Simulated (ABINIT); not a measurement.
Crystal: PbF2 (Fluorocronite).

```xyz
3
Lattice="0.0000 2.9637 2.9637 2.9637 0.0000 2.9637 2.9637 2.9637 0.0000" Properties=species:S:1:pos:R:3 pbc="T T T"
Pb    0.0000    0.0000    0.0000
F     4.4455    4.4455    4.4455
F     1.4818    1.4818    1.4818
```

Base run:

- Program: ABINIT 10.8.3 (patched build)
- Functional: SOGGA
- Potentials or basis: JTH PAW PBE v2.0
- Cutoff: 626 eV
- k mesh: 8 × 8 × 8
- Occupations: fermi-dirac, width 0.05 eV
- Spin: no spin polarisation

Its results: band gap on the k mesh 4.28 eV, indirect (least direct gap 4.43 eV); pressure -1.5 GPa.

After a change of settings the same cell gave: band gap on the k mesh 4.33 eV, indirect (least direct gap 4.48 eV); pressure -1.2 GPa. Which change was it?
A. functional from SOGGA to WC
B. functional from SOGGA to LDA; potentials or basis from JTH PAW PBE v2.0 to JTH PAW LDA v2.0
C. functional from SOGGA to PBEsol; k mesh from 8 × 8 × 8 to 3 × 3 × 3

A.

Caveats: the PAW data sets were made with another functional, which shifts forces and pressure a little; spin-orbit coupling is left out, which as a rule narrows the gap of such compounds by several tenths of an eV.

Runs at the PBE level aren't shown here.
